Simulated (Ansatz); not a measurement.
# BeS (zincblende type): the cost of one run

Computed with Ansatz 0.2.0 (DFT PBE, scalar-relativistic, unless a step's input says otherwise).

1 further run of the same task is left out (it didn't finish).

**1. Starting point**

The structure is cubic, space group F-43m (No. 216). Conventional cell: a = 4.722 Å, b = 4.722 Å, c = 4.722 Å, α = 90.00°, β = 90.00°, γ = 90.00°. Be (site symmetry -43m) is surrounded by 4 S at 2.04 Å. Around S (site symmetry -43m) lie 4 Be at 2.04 Å.

As a file:

```cif
data_structure
_symmetry_space_group_name_H-M 'P 1'
_symmetry_Int_Tables_number 1
_cell_length_a 3.3392
_cell_length_b 3.3392
_cell_length_c 3.3392
_cell_angle_alpha 60.000
_cell_angle_beta 60.000
_cell_angle_gamma 60.000
_cell_volume 26.33
loop_
_atom_site_label
_atom_site_type_symbol
_atom_site_fract_x
_atom_site_fract_y
_atom_site_fract_z
_atom_site_occupancy
Be1 Be 0.00000 0.00000 0.00000 1
S1 S 0.25000 0.25000 0.25000 1
```

Atoms are numbered in the order of the input: Be1, S2.

**2. Relaxing the guess with PAW**

The input, input.yaml:

```yaml
crystal:
  lattice:
    - [0.0, 2.3611663926, 2.3611663926]
    - [2.3611663926, 0.0, 2.3611663926]
    - [2.3611663926, 2.3611663926, 0.0]
  atoms:
    - { symbol: Be, position: [0.0, 0.0, 0.0] }
    - { symbol: S, position: [0.25, 0.25, 0.25] }
kpoints:
  mp_grid: { grid: [12, 12, 12] }
scf:
  occupations: { method: fermi_dirac, width: 0.05 }
hamiltonian:
  xc: pbe
  pseudopotentials: { kind: paw }
output:
  forces: true
  stress: true
relax:
  f_tol: 0.005
  max_steps: 80
  cell: {}
```

Launch:

```console
$ ansatz run input.yaml --threads 1 --pin off --max-ram 2048MiB --backend cpu --events-out ev --progress --plain --runs-dir out
```

What time and memory should one allow on 1 thread of AMD EPYC 7R43 (Zen 3), shared host?

About 6.3 s, with a peak of 0.36 GiB.
